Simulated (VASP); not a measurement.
Write an ASE script for VASP 6.6.1 that does the following.

| Item | Value |
| --- | --- |
| Task | single point |
| Functional | RPBE |
| Potentials or basis | VASP PAW PBE potentials, release 64 (Al_GW) |
| Cutoff | 550 eV |
| k mesh | 11 × 11 × 11 |
| Occupations | gaussian, width 0.02 eV |
| Spin | no spin polarisation |
| Further INCAR settings | ALGO = Normal; EDIFF = 1.00e-07; NBANDS = 8 |

The structure of Al lies in Al.cif:

```cif
data_Al
_cell_length_a 4.04961000
_cell_length_b 4.04961000
_cell_length_c 4.04961000
_cell_angle_alpha 90.00000000
_cell_angle_beta 90.00000000
_cell_angle_gamma 90.00000000
_space_group_name_H-M_alt 'Fm-3m'
_space_group_name_Hall '-F 4 2 3'
_space_group_IT_number 225
loop_
_space_group_symop_operation_xyz
'x,y,z'
'-x,-y,-z'
'-y,x,z'
'y,-x,-z'
'-x,-y,z'
'x,y,-z'
'y,-x,z'
'-y,x,-z'
'x,-y,-z'
'-x,y,z'
'-y,-x,-z'
'y,x,z'
'-x,y,-z'
'x,-y,z'
'y,x,-z'
'-y,-x,z'
'z,x,y'
'-z,-x,-y'
'z,-y,x'
'-z,y,-x'
'z,-x,-y'
'-z,x,y'
'z,y,-x'
'-z,-y,x'
'-z,x,-y'
'z,-x,y'
'-z,-y,-x'
'z,y,x'
'-z,-x,y'
'z,x,-y'
'-z,y,x'
'z,-y,-x'
'y,z,x'
'-y,-z,-x'
'x,z,-y'
'-x,-z,y'
'-y,z,-x'
'y,-z,x'
'-x,z,y'
'x,-z,-y'
'-y,-z,x'
'y,z,-x'
'-x,-z,-y'
'x,z,y'
'y,-z,-x'
'-y,z,x'
'x,-z,y'
'-x,z,-y'
'x,y+1/2,z+1/2'
'-x,-y+1/2,-z+1/2'
'-y,x+1/2,z+1/2'
'y,-x+1/2,-z+1/2'
'-x,-y+1/2,z+1/2'
'x,y+1/2,-z+1/2'
'y,-x+1/2,z+1/2'
'-y,x+1/2,-z+1/2'
'x,-y+1/2,-z+1/2'
'-x,y+1/2,z+1/2'
'-y,-x+1/2,-z+1/2'
'y,x+1/2,z+1/2'
'-x,y+1/2,-z+1/2'
'x,-y+1/2,z+1/2'
'y,x+1/2,-z+1/2'
'-y,-x+1/2,z+1/2'
'z,x+1/2,y+1/2'
'-z,-x+1/2,-y+1/2'
'z,-y+1/2,x+1/2'
'-z,y+1/2,-x+1/2'
'z,-x+1/2,-y+1/2'
'-z,x+1/2,y+1/2'
'z,y+1/2,-x+1/2'
'-z,-y+1/2,x+1/2'
'-z,x+1/2,-y+1/2'
'z,-x+1/2,y+1/2'
'-z,-y+1/2,-x+1/2'
'z,y+1/2,x+1/2'
'-z,-x+1/2,y+1/2'
'z,x+1/2,-y+1/2'
'-z,y+1/2,x+1/2'
'z,-y+1/2,-x+1/2'
'y,z+1/2,x+1/2'
'-y,-z+1/2,-x+1/2'
'x,z+1/2,-y+1/2'
'-x,-z+1/2,y+1/2'
'-y,z+1/2,-x+1/2'
'y,-z+1/2,x+1/2'
'-x,z+1/2,y+1/2'
'x,-z+1/2,-y+1/2'
'-y,-z+1/2,x+1/2'
'y,z+1/2,-x+1/2'
'-x,-z+1/2,-y+1/2'
'x,z+1/2,y+1/2'
'y,-z+1/2,-x+1/2'
'-y,z+1/2,x+1/2'
'x,-z+1/2,y+1/2'
'-x,z+1/2,-y+1/2'
'x+1/2,y,z+1/2'
'-x+1/2,-y,-z+1/2'
'-y+1/2,x,z+1/2'
'y+1/2,-x,-z+1/2'
'-x+1/2,-y,z+1/2'
'x+1/2,y,-z+1/2'
'y+1/2,-x,z+1/2'
'-y+1/2,x,-z+1/2'
'x+1/2,-y,-z+1/2'
'-x+1/2,y,z+1/2'
'-y+1/2,-x,-z+1/2'
'y+1/2,x,z+1/2'
'-x+1/2,y,-z+1/2'
'x+1/2,-y,z+1/2'
'y+1/2,x,-z+1/2'
'-y+1/2,-x,z+1/2'
'z+1/2,x,y+1/2'
'-z+1/2,-x,-y+1/2'
'z+1/2,-y,x+1/2'
'-z+1/2,y,-x+1/2'
'z+1/2,-x,-y+1/2'
'-z+1/2,x,y+1/2'
'z+1/2,y,-x+1/2'
'-z+1/2,-y,x+1/2'
'-z+1/2,x,-y+1/2'
'z+1/2,-x,y+1/2'
'-z+1/2,-y,-x+1/2'
'z+1/2,y,x+1/2'
'-z+1/2,-x,y+1/2'
'z+1/2,x,-y+1/2'
'-z+1/2,y,x+1/2'
'z+1/2,-y,-x+1/2'
'y+1/2,z,x+1/2'
'-y+1/2,-z,-x+1/2'
'x+1/2,z,-y+1/2'
'-x+1/2,-z,y+1/2'
'-y+1/2,z,-x+1/2'
'y+1/2,-z,x+1/2'
'-x+1/2,z,y+1/2'
'x+1/2,-z,-y+1/2'
'-y+1/2,-z,x+1/2'
'y+1/2,z,-x+1/2'
'-x+1/2,-z,-y+1/2'
'x+1/2,z,y+1/2'
'y+1/2,-z,-x+1/2'
'-y+1/2,z,x+1/2'
'x+1/2,-z,y+1/2'
'-x+1/2,z,-y+1/2'
'x+1/2,y+1/2,z'
'-x+1/2,-y+1/2,-z'
'-y+1/2,x+1/2,z'
'y+1/2,-x+1/2,-z'
'-x+1/2,-y+1/2,z'
'x+1/2,y+1/2,-z'
'y+1/2,-x+1/2,z'
'-y+1/2,x+1/2,-z'
'x+1/2,-y+1/2,-z'
'-x+1/2,y+1/2,z'
'-y+1/2,-x+1/2,-z'
'y+1/2,x+1/2,z'
'-x+1/2,y+1/2,-z'
'x+1/2,-y+1/2,z'
'y+1/2,x+1/2,-z'
'-y+1/2,-x+1/2,z'
'z+1/2,x+1/2,y'
'-z+1/2,-x+1/2,-y'
'z+1/2,-y+1/2,x'
'-z+1/2,y+1/2,-x'
'z+1/2,-x+1/2,-y'
'-z+1/2,x+1/2,y'
'z+1/2,y+1/2,-x'
'-z+1/2,-y+1/2,x'
'-z+1/2,x+1/2,-y'
'z+1/2,-x+1/2,y'
'-z+1/2,-y+1/2,-x'
'z+1/2,y+1/2,x'
'-z+1/2,-x+1/2,y'
'z+1/2,x+1/2,-y'
'-z+1/2,y+1/2,x'
'z+1/2,-y+1/2,-x'
'y+1/2,z+1/2,x'
'-y+1/2,-z+1/2,-x'
'x+1/2,z+1/2,-y'
'-x+1/2,-z+1/2,y'
'-y+1/2,z+1/2,-x'
'y+1/2,-z+1/2,x'
'-x+1/2,z+1/2,y'
'x+1/2,-z+1/2,-y'
'-y+1/2,-z+1/2,x'
'y+1/2,z+1/2,-x'
'-x+1/2,-z+1/2,-y'
'x+1/2,z+1/2,y'
'y+1/2,-z+1/2,-x'
'-y+1/2,z+1/2,x'
'x+1/2,-z+1/2,y'
'-x+1/2,z+1/2,-y'
loop_
_atom_site_label
_atom_site_type_symbol
_atom_site_symmetry_multiplicity
_atom_site_Wyckoff_symbol
_atom_site_fract_x
_atom_site_fract_y
_atom_site_fract_z
_atom_site_occupancy
Al1 Al 4 a 0.0000000000 0.0000000000 0.0000000000 1
```

One way to write it, as run:

run.py

```python
from ase.calculators.vasp import Vasp
from ase.dft.bandgap import bandgap
from ase.io import read

atoms = read('Al.cif', primitive_cell=True, subtrans_included=False)
calc = Vasp(
    directory='calc',
    xc='rpbe',
    pp='PBE',
    setups='gw',
    prec='Accurate',
    encut=550,
    ediff=1e-07,
    ismear=0,
    sigma=0.02,
    lreal=False,
    lasph=True,
    nelm=80,
    algo='Normal',
    isif=2,
    lwave=False,
    lcharg=False,
    kpts=[11, 11, 11],
    gamma=True,
    nbands=8,
)
atoms.calc = calc

print('energy (eV):', atoms.get_potential_energy())
print('free energy (eV):', atoms.get_potential_energy(force_consistent=True))
print('forces (eV/A):')
print(atoms.get_forces())
print('stress (eV/A^3, Voigt):', atoms.get_stress())
print('Fermi level (eV):', calc.get_fermi_level())
gap, top, bottom = bandgap(calc)
print('band gap (eV):', gap, 'from (spin, k, band)', top, 'to', bottom)
```

Potentials or basis: VASP PAW PBE potentials, release 64 (Al_GW).

Run with:

```sh
$ python run.py
```

Results of the run:

```yaml
Pressure: 0.8 GPa
Band_gap_on_the_k_mesh: none (metal or under the smearing width)
```

Caveat: the PAW data sets were made with another functional, which shifts forces and pressure a little.

It used 6.7 s of CPU time on 1 thread of Intel(R) Xeon(R) Platinum 8559C (Emerald Rapids), on a shared host, which was overloaded at the time.
